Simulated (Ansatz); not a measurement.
Zinc-blende ZnTe, treated with r²SCAN-D4 in Ansatz (PAW).

Settings: plane-wave cutoff 560 eV, 10×10×10 k mesh, Fermi–Dirac smearing 0.01 eV, scalar-relativistic PAW data made under PBE.

Computed at the level's own relaxed cell.

What does this level give for the volume per atom, pressure derivative B′ of the bulk modulus, bulk modulus B0 and lattice constant a?


- volume per atom = 28.20 Å³/atom
- pressure derivative B′ of the bulk modulus = 4.5
- bulk modulus B0 = 51.5 GPa
- lattice constant a = 6.088 Å

Measured, for comparison: equilibrium volume per atom 28.42 Å³/atom (room temperature, not corrected to a static lattice; as tabulated in Albrecht et al. (1997), arXiv:cond-mat/9706128); bulk modulus 51 ± 3 GPa (room temperature, not corrected to a static lattice; as tabulated in Determination of phase transition pressures of ZnTe under quasihydrostatic …); lattice constant a 6.104 Å (room temperature, not corrected to a static lattice, our sources range from 6.089 to 6.104; as tabulated in Albrecht et al. (1997), arXiv:cond-mat/9706128). Computed (rounded) less measured: equilibrium volume per atom -0.8 %, bulk modulus +1.0 % (inside the measured uncertainty), lattice constant a -0.3 % (0.0 % to -0.3 % over the range). A static lattice is as a rule a little smaller and stiffer than an uncorrected measurement, which narrows the difference in the equilibrium volume per atom and would widen misses of the other sign.

Spin–orbit coupling is not included.

The computed numbers hold no vibrational or temperature effects.

Ansatz is a program for electronic structure.
